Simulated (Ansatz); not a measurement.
The system is SnO.

```xyz
4
Lattice="3.3550 0.0000 0.0000 0.0000 5.6741 0.0000 0.0000 0.0000 4.2220" Properties=species:S:1:pos:R:3 pbc="T T T"
Sn    1.6775    4.3582    0.0555
Sn    0.0000    1.3159    2.1665
O     1.6775    0.6171    1.0000
O     0.0000    5.0570    3.1110
```

The cell comes from a database or a generator and needn't be the stable form of this composition.

- Program: Ansatz 0.2.0
- Task: single point
- Functional: PBE
- Potentials or basis: Ansatz PAW
- Cutoff: 420 eV (not typed: the program's choice for these potentials)
- k mesh: 8 × 5 × 6
- Occupations: fermi-dirac, width 0.05 eV
- Spin: no spin polarisation

On this cell: pressure 0.3 GPa; largest force 0.116 eV/Å; band gap on the k mesh 1.50 eV, indirect (least direct gap 2.09 eV).

The same run follows on a disturbed copy (atoms moved at random, drawn with an rms of 0.05 Å):

```
CELL_PARAMETERS angstrom
3.35500 0.00000 0.00000
0.00000 5.67410 0.00000
0.00000 0.00000 4.22197
ATOMIC_POSITIONS crystal
Sn 0.51597 0.76695 0.00432
Sn 0.99489 0.23071 0.51736
O 0.50538 0.10886 0.24849
O 0.99146 0.88834 0.74462
```

What does the disturbed cell give?

The energy moves by +13.0 meV/atom; pressure 1.5 GPa; largest force 0.892 eV/Å; band gap on the k mesh 1.53 eV, indirect (least direct gap 2.12 eV).

Forces in eV/Å, atoms in the order of the input:
```
Sn  -0.604 -0.142  0.629
Sn   0.206  0.028  0.071
O   -0.237 -0.335 -0.264
O    0.635  0.449 -0.436
```

Stress tensor (GPa, compression positive):
```
 2.20  1.00 -0.71
 1.00  0.66 -1.12
-0.71 -1.12  1.73
```

Caveats: odd divisions of the mesh miss points on the zone boundary, where band edges often lie, so the gap on the mesh can be too wide; spin-orbit coupling is left out, which moves the levels of the heavy elements.

A k mesh can miss the band edges.
